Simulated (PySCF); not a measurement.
Task: Write Cartesian coordinates for InChI=1S/C2H2Cl2/c3-1-2-4/h1-2H/b2-1- as optimised with PBE0-D3(BJ)/def2-SVP.

Result: 
```xyz
6
C2H2Cl2 angstrom
Cl     1.2904    0.5342   -0.0395
C      0.2104   -0.7931    0.0111
C     -1.1178   -0.6865    0.0776
Cl    -1.9712    0.7969    0.1236
H      0.6851   -1.7762   -0.0149
H     -1.7432   -1.5813    0.1070
```

Any rigid rotation of these coordinates is as good. Atoms count from 1 in this order. The 4 heavy atoms lie in one plane (0.000 Å rms).

Bonds between heavy atoms (Å): Cl1–C2 1.712, C2=C3 1.334, C3–Cl4 1.712.

Computed, not measured: PySCF 2.14.0, PBE0-D3(BJ)/def2-SVP geometry optimisation, gas phase.

Point group: C2v (tolerance 0.08 Å). Stationary, but not proved a minimum.

On an Arm Neoverse V2 with one thread, no GPU, shared host with 96 logical CPUs at a one-minute load of 12, this took 8.1 s and 0.32 GiB of memory at its peak. This is the geometry optimisation.
